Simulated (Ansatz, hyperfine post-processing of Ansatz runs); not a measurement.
# LiMnP2O7: isotropic lines and sites in a paramagnetic 7Li spectrum

Calculated values: DFT, PBEsol+U, plane-wave PAW, default files (PAW set soft_2), collinear spin, scalar-relativistic (Ansatz), contact and point-dipole shifts scaled to 320 K with Θ = 0 K (a pure Curie law); spin-only moments, above the ordering temperature.

```cif
data_structure
_symmetry_space_group_name_H-M 'P 1'
_symmetry_Int_Tables_number 1
_cell_length_a 8.1505
_cell_length_b 8.1505
_cell_length_c 8.7724
_cell_angle_alpha 110.269
_cell_angle_beta 110.269
_cell_angle_gamma 35.566
_cell_volume 315.73
loop_
_atom_site_label
_atom_site_type_symbol
_atom_site_fract_x
_atom_site_fract_y
_atom_site_fract_z
_atom_site_occupancy
Mn1 Mn 0.60011 0.40580 0.53563 1
Mn2 Mn 0.40580 0.60011 0.03563 1
P3 P 0.94223 0.25943 0.30833 1
P4 P 0.25943 0.94223 0.80833 1
P5 P 0.05748 0.74951 0.67898 1
P6 P 0.74951 0.05748 0.17898 1
O7 O 0.15226 0.66039 0.85041 1
O8 O 0.69285 0.49872 0.19769 1
O9 O 0.00715 0.99642 0.21105 1
O10 O 0.49872 0.69285 0.69769 1
O11 O 0.49916 0.31312 0.07628 1
O12 O 0.85098 0.33665 0.47251 1
O13 O 0.79316 0.86108 0.59577 1
O14 O 0.33665 0.85098 0.97251 1
O15 O 0.99642 0.00715 0.71105 1
O16 O 0.15158 0.20558 0.82903 1
O17 O 0.20558 0.15158 0.32903 1
O18 O 0.86108 0.79316 0.09577 1
O19 O 0.31312 0.49916 0.57628 1
O20 O 0.66039 0.15226 0.35041 1
Li21 Li 0.47703 0.10909 0.44004 1
Li22 Li 0.10909 0.47703 0.94004 1
```

7Li MAS at 9.4 T (155.6 MHz), 20 kHz, 320 K; contact and dipolar shift alone, no orbital or quadrupolar part; lines under 1.5 % of the strongest are left out. Lines of the NMR spectrum (strongest = 100):

```
position (ppm)  intensity
        -833.4        3.1
        -704.8         11
        -576.2         45
        -447.7        100
        -319.1         84
        -190.5         57
         -61.9         21
          66.6         30
         195.2         37
         323.8         33
         452.4         22
         580.9         31
         709.5         16
         838.1         30
         966.6         28
        1095.2         21
        1223.8         12
        1352.4        5.5
        1480.9        2.1
```

Q: Find the isotropic shifts among the lines and assign them to the Li sites.

Sidebands are spaced by 129 ppm (the spinning rate over the resonance of 155.6 MHz). An isotropic line need not be the tallest: it is the area-weighted centre of its own family of sidebands, and the one that stays put when the rate is changed. Isotropic shifts: 67 ppm for atom 21 and the 1 atom equivalent to it (1 Mn through links of 96° (2)), reduced anisotropy 1259 ppm.

[Logs are printed without paths, hosts, clocks, repeated set-up lines and the standing remarks that a program may print on its own settings, such as how far it seeks lower states.]

[Hosts, paths, dates, database ids (printed as entryN), source tags and the programs' standing remarks are cut or masked in the printed files.]
